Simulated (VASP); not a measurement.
# Ru in VASP: relaxation of the atoms with LDA

Aim: the relaxation of the atoms of Ru with LDA.

All numbers are computed with VASP 6.6.1; they aren't measurements. Logs are shortened: lines on timing, memory, paths and dates and some standing lists are left out, and cuts for length are marked.

**1. The structure**

The cell holds a slab with vacuum, 4 atoms: a = 2.676 Å, b = 2.676 Å, c = 27.600 Å, α = 90.00°, β = 90.00°, γ = 120.00°.

The cell was built by a generator and needn't be a form met in nature.

**2. Relaxation of the atoms, LDA**

The input, INCAR:

```
SYSTEM = Ru
ALGO = Fast
DIPOL = 0.5 0.5 0.500
EDIFF = 1E-6
EDIFFG = -0.02
ENCUT = 520
IBRION = 2
IDIPOL = 3
ISIF = 2
ISMEAR = 1
LASPH = .TRUE.
LCHARG = .FALSE.
LDIPOL = .TRUE.
LREAL = .FALSE.
LWAVE = .FALSE.
NELM = 120
NSW = 90
PREC = Accurate
SIGMA = 0.1
```

The input, KPOINTS:

```
k-points
0
G
  14 14 1
  0 0 0
```

The input, POSCAR:

```
Ru
1.0
    2.6764199300      0.0000000000      0.0000000000
   -1.3382099600      2.3178476100      0.0000000000
    0.0000000000      0.0000000000     27.5997616100
Ru
4
Selective dynamics
Direct
    0.3333330000      0.6666670000      0.3850929100  F F F
    0.6666670000      0.3333330000      0.4616976400  T T T
    0.3333330000      0.6666670000      0.5383023600  T T T
    0.6666670000      0.3333330000      0.6149070900  T T T
```

Potentials or basis: VASP PAW LDA potentials, release 64 (Ru_pv).

The run is started by

```sh
cat potpaw_LDA.64/Ru_pv/POTCAR > POTCAR
mpirun -np 1 vasp_std > vasp.out
```

OUTCAR:

```text
SYSTEM = Ru
   EDIFF = 1E-6
   EDIFFG = -0.02
   ENCUT = 520
   IBRION = 2
   ISIF = 2
   ISMEAR = 1
   LASPH = .TRUE.
   LREAL = .FALSE.
   NELM = 120
   NSW = 90
   PREC = Accurate

 ion  position               nearest neighbor table
   1  0.333  0.667  0.385-   2 2.62   2 2.62   2 2.62
   2  0.667  0.333  0.462-   3 2.62   3 2.62   1 2.62   1 2.62   3 2.62   1 2.62
   3  0.333  0.667  0.538-   2 2.62   2 2.62   4 2.62   4 2.62   2 2.62   4 2.62
   4  0.667  0.333  0.615-   3 2.62   3 2.62   3 2.62

  LATTYP: Found a hexagonal cell.
 ALAT       =     2.6764199300
 C/A-ratio  =    10.3121940248

  Lattice vectors:

 A1 = (   2.6764199300,   0.0000000000,   0.0000000000)
 A2 = (  -1.3382099600,   2.3178476100,   0.0000000000)
 A3 = (   0.0000000000,   0.0000000000,  27.5997616100)

Analysis of symmetry for initial positions (statically):
=====================================================================
 Subroutine PRICEL returns:
 Original cell was already a primitive cell.

 Routine SETGRP: Setting up the symmetry group for a
 hexagonal supercell.

 Subroutine GETGRP returns: Found 12 space group operations
 (whereof 12 operations were pure point group operations)
 out of a pool of 24 trial point group operations.

The static configuration has the point symmetry D_3d.

Analysis of symmetry for dynamics (positions and initial velocities):
=====================================================================
 Subroutine PRICEL returns:
 Original cell was already a primitive cell.

 Routine SETGRP: Setting up the symmetry group for a
 hexagonal supercell.

 Subroutine GETGRP returns: Found 12 space group operations
 (whereof 12 operations were pure point group operations)
 out of a pool of 24 trial point group operations.

The dynamic configuration has the point symmetry D_3d.

Analysis of constrained symmetry for selective dynamics:
=====================================================================
 Subroutine PRICEL returns:
 Original cell was already a primitive cell.

 Routine SETGRP: Setting up the symmetry group for a
 hexagonal supercell.

 Subroutine GETGRP returns: Found  6 space group operations
 (whereof  6 operations were pure point group operations)
 out of a pool of 24 trial point group operations.

The constrained configuration has the point symmetry C_3v.

 Subroutine INISYM returns: Found  6 space group operations
 (whereof  6 operations are pure point group operations),
 and found     1 'primitive' translations

----------------------------------------------------------------------------------------

                                     Primitive cell

  volume of cell :     171.2160

  direct lattice vectors                    reciprocal lattice vectors
     2.676419930  0.000000000  0.000000000     0.373633445  0.215717373  0.000000000
    -1.338209960  2.317847610  0.000000000     0.000000000  0.431434748  0.000000000
     0.000000000  0.000000000 27.599761610     0.000000000  0.000000000  0.036232197

  length of vectors
     2.676419930  2.676419892 27.599761610     0.431434742  0.431434748  0.036232197

  position of ions in fractional coordinates (direct lattice)
     0.333333000  0.666667000  0.385092910
     0.666667000  0.333333000  0.461697640
     0.333333000  0.666667000  0.538302360
     0.666667000  0.333333000  0.614907090

  ion indices of the primitive-cell ions
   primitive index   ion index
                 1           1
                 2           2
                 3           3
                 4           4

----------------------------------------------------------------------------------------

 KPOINTS: k-points

Automatic generation of k-mesh.
 Grid dimensions read from file:
 generate k-points for:   14   14    1

 Generating k-lattice:

[... 59 lines left out ...]
   NELM   =    120;   NELMIN=  2; NELMDL= -5     # of ELM steps
   EDIFF  = 0.1E-05   stopping-criterion for ELM
   LREAL  =      F    real-space projection
   EDIFFG = -.2E-01   stopping-criterion for IOM
   NSW    =     90    number of steps for IOM
   IBRION =      2    ionic relax: 0-MD 1-quasi-New 2-CG
   NFREE  =      1    steps in history (QN), initial steepest desc. (CG)
   ISIF   =      2    stress and relaxation
   ISYM   =      2    0-nonsym 1-usesym 2-fastsym
   POTIM  = 0.5000    time-step for ionic-motion
   TEBEG  =    0.0;   TEEND  =   0.0 temperature during run
   PSTRESS=    0.0 pullay stress
   NELECT =      56.0000    total number of electrons
   NUPDOWN=      -1.0000    fix difference up-down
   EMIN   =  10.00;   EMAX   =-10.00  energy-range for DOS
   EFERMI =   0.00;   METHOD = LEGACY
   ISMEAR =     1;   SIGMA  =   0.10  broadening in eV -4-tet -1-fermi 0-gaus
   EFERMI_NEDOS =   21; number of points for ismear=-14 and -15
   IALGO  =     68    algorithm
   IMIX   =      4    mixing-type and parameters
     AMIX     =   0.40;   BMIX     =  1.00
     AMIX_MAG =   1.60;   BMIX_MAG =  1.00
  volume/ion in A,a.u.               =      42.80       288.86
  Fermi-wavevector in a.u.,A,eV,Ry     =   1.127949  2.131514 17.310261  1.272268
  Thomas-Fermi vector in A             =   2.264637
   LORBIT       =      0    0 simple, 1 ext, 2 COOP (PROOUT), +10 PAW based schemes
   GGA     = CA    functional components
   LHFCALC =     F    Hartree Fock is set to
   AEXX    =    0.0000 exact exchange contribution
   IVDW    =     0    specifies the selected vdW correction
   LEPSILON=     F    determine dielectric tensor
   LRPA    =     F    only Hartree local field effects (RPA)
 conjugate gradient relaxation of ions
 non-spin polarized calculation
 RMM-DIIS sequential band-by-band and
 Methfessel and Paxton  Order N= 1 SIGMA  =   0.10
  energy-cutoff  :      520.00
  volume of cell :      171.22
 maximum number of plane-waves:      4679
 NGX is ok and might be reduce to    20
   NGX =  9   NGY =  9   NGZ =103

--------------------------------------- Ionic step        1  -------------------------------------------

 number of electron      55.9999994 magnetization

 Free energy of the ion-electron system (eV)
  ---------------------------------------------------
  ext. energy  EPLUGINS =         0.00000000
  ---------------------------------------------------
  free energy    TOTEN  =       -40.22945947 eV

  energy without entropy =      -40.23438669  energy(sigma->0) =      -40.23110188

------------------------ aborting loop because EDIFF is reached ----------------------------------------

  FORCE on cell =-STRESS in cart. coord.  units (eV):
  Direction    XX          YY          ZZ          XY          YZ          ZX
  --------------------------------------------------------------------------------------
  -------------------------------------------------------------------------------------
  Total       -4.4900829     -4.4900827     -3.5454404     -0.0000000      0.0000000      0.0000000
  in kB      -42.0165583    -42.0165568    -33.1769380     -0.0000001      0.0000000      0.0000000
  external PRESSURE =     -39.0700177 kB  Pullay stress =       0.0000000 kB
[... 65 lines left out ...]
 number of electron      56.0000010 magnetization

------------------------ aborting loop because EDIFF is reached ----------------------------------------

 vacuum level on the upper side and lower side of the slab       (xc-potential included)        -0.019         0.001

  FORCE on cell =-STRESS in cart. coord.  units (eV):
  Direction    XX          YY          ZZ          XY          YZ          ZX
  --------------------------------------------------------------------------------------
  -------------------------------------------------------------------------------------
  Total       -4.0613960     -4.0613958     -2.7067435     -0.0000000      0.0000000      0.0000000
  in kB      -38.0050624    -38.0050610    -25.3287189     -0.0000001      0.0000000      0.0000000
  external PRESSURE =     -33.7796141 kB  Pullay stress =       0.0000000 kB
[... 19 lines left out ...]
  FREE ENERGIE OF THE ION-ELECTRON SYSTEM (eV)
  ---------------------------------------------------
  free  energy   TOTEN  =       -40.2591083744 eV

  energy  without entropy=      -40.2598273302  energy(sigma->0) =      -40.25934803

[... ionic steps 4 to 9 ...]

--------------------------------------- Ionic step       10  -------------------------------------------

 number of electron      55.9999997 magnetization

------------------------ aborting loop because EDIFF is reached ----------------------------------------
[... 65 lines left out ...]
  FREE ENERGIE OF THE ION-ELECTRON SYSTEM (eV)
  ---------------------------------------------------
  free  energy   TOTEN  =       -40.2832881668 eV

  energy  without entropy=      -40.2833354492  energy(sigma->0) =      -40.28330393

 dipolmoment           0.000000      0.000000      0.000191 electrons x Angstroem

--------------------------------------- Ionic step       12  -------------------------------------------

 number of electron      55.9999998 magnetization

 dipolmoment           0.000000      0.000000     -0.000017 electrons x Angstroem

 Free energy of the ion-electron system (eV)
  ---------------------------------------------------
  ext. energy  EPLUGINS =         0.00000000
  ---------------------------------------------------
  free energy    TOTEN  =       -40.28334090 eV

  energy without entropy =      -40.28351302  energy(sigma->0) =      -40.28339827

 E-fermi :   0.3936     XC(G=0):  -5.2369

 val. band max:        0.3860681346   @ k =   0.2857   0.0714   0.0000
 cond. band min:       0.4087740479   @ k =   0.2143   0.0000   0.0000
 fundamental gap:      0.0227059133
 Fermi energy:         0.3936070392

 k-point     1 :       0.0000    0.0000    0.0000
  band No.  band energies     occupation
      1     -43.2221      2.00000
      2     -42.7613      2.00000
      3     -42.2759      2.00000
      4     -42.2759      2.00000
      5     -42.1852      2.00000
      6     -42.1852      2.00000
[... 853 lines left out ...]
     32       1.7623     -0.00000
     33       7.3884      0.00000

------------------------ aborting loop because EDIFF is reached ----------------------------------------

 vacuum level on the upper side and lower side of the slab       (xc-potential included)        -0.021        -0.020

  FORCE on cell =-STRESS in cart. coord.  units (eV):
  Direction    XX          YY          ZZ          XY          YZ          ZX
  --------------------------------------------------------------------------------------
  -------------------------------------------------------------------------------------
  Total       -3.3099974     -3.3099973     -0.0704857     -0.0000000      0.0000000      0.0000000
  in kB      -30.9737485    -30.9737474     -0.6595795     -0.0000001      0.0000000      0.0000000
  external PRESSURE =     -20.8690251 kB  Pullay stress =       0.0000000 kB
[... 19 lines left out ...]
  FREE ENERGIE OF THE ION-ELECTRON SYSTEM (eV)
  ---------------------------------------------------
  free  energy   TOTEN  =       -40.2833408958 eV

  energy  without entropy=      -40.2835130236  energy(sigma->0) =      -40.28339827

 reached required accuracy - stopping structural energy minimisation

 vacuum level on the upper side and lower side of the slab         5.797         5.799
```

It took 10 min on 1 thread of Intel Xeon 6975P-C (Granite Rapids), shared host; peak memory 0.28 GiB.

What came out:

| Property | Result |
| --- | --- |
| Free energy | -40.2833 eV |
| Energy gained by relaxing | 13.5 meV/atom |
| Ionic steps | 12 |
| Band gap on the k mesh | none (metal or under the smearing width) |

The path:
| step | energy change (eV) | largest force (eV/Å) | pressure (GPa) |
| --- | --- | --- | --- |
| 1 | 0.0000 | 0.7524 | -3.91 |
| 2 | -0.0296 | 0.5363 | -3.34 |
| 3 | -0.0296 | 0.5483 | -3.38 |
| 4 | -0.0356 | 0.4839 | -3.20 |
| 5 | -0.0484 | 0.2869 | -2.65 |
| 6 | -0.0499 | 0.2042 | -1.48 |
| 7 | -0.0533 | 0.0915 | -2.03 |
| 8 | -0.0532 | 0.1264 | -2.14 |
| 9 | -0.0539 | 0.0302 | -2.09 |
| 10 | -0.0539 | 0.0272 | -2.09 |
| 11 | -0.0538 | 0.0441 | -2.08 |
| 12 | -0.0539 | 0.0052 | -2.09 |

Final structure:
```yaml
crystal:
  lattice:
    - [2.67642, 0.00000, 0.00000]
    - [-1.33821, 2.31785, 0.00000]
    - [0.00000, 0.00000, 27.59976]
  atoms:
    - { symbol: Ru, position: [0.33333, 0.66667, 0.38509] }
    - { symbol: Ru, position: [0.66667, 0.33333, 0.45917] }
    - { symbol: Ru, position: [0.33333, 0.66667, 0.53617] }
    - { symbol: Ru, position: [0.66667, 0.33333, 0.61026] }
```
